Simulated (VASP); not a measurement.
A run of VASP 6.6.1 is set up as follows.

The input INCAR:

```
SYSTEM = Na
PREC     = Accurate       ! precision mode
ENCUT    = 520            ! plane-wave cutoff, eV
EDIFF    = 1E-7           ! SCF threshold, eV
ISMEAR   = -1             ! smearing method
SIGMA    = 0.1            ! smearing width, eV
LREAL    = .FALSE.        ! projectors in reciprocal space
LASPH    = .TRUE.         ! aspherical terms in the spheres
NELM     = 100            ! most SCF steps
ALGO     = Normal         ! electronic algorithm
ISIF     = 2              ! what is computed and relaxed
LWAVE    = .FALSE.        ! write WAVECAR
LCHARG   = .FALSE.        ! write CHGCAR
GGA      = PS             ! functional
NBANDS   = 10             ! bands
```

Contents of KPOINTS:

```
regular mesh
0
G
  14 14 14
  0 0 0
```

Contents of POSCAR:

```
Na
1.0
   -1.8654186018      1.8654186018      2.6115131372
    1.8654186018     -1.8654186018      2.6115131372
    1.8654186018      1.8654186018     -2.6115131372
Na
1
Direct
    0.0000000000      0.0000000000      0.0000000000
```

Potentials or basis: VASP PAW PBE potentials, release 64 (Na_pv).

Run with:

```bash
$ cat potpaw_PBE.64/Na_pv/POTCAR > POTCAR
$ mpirun -np 1 vasp_std > vasp.out
```

Q: Estimate the pressure.

A: 0.0 GPa.

Q: What does it give for the band gap on the k mesh?

A: None (metal or under the smearing width).

Caveat: the PAW data sets were made with another functional, which shifts forces and pressure a little.
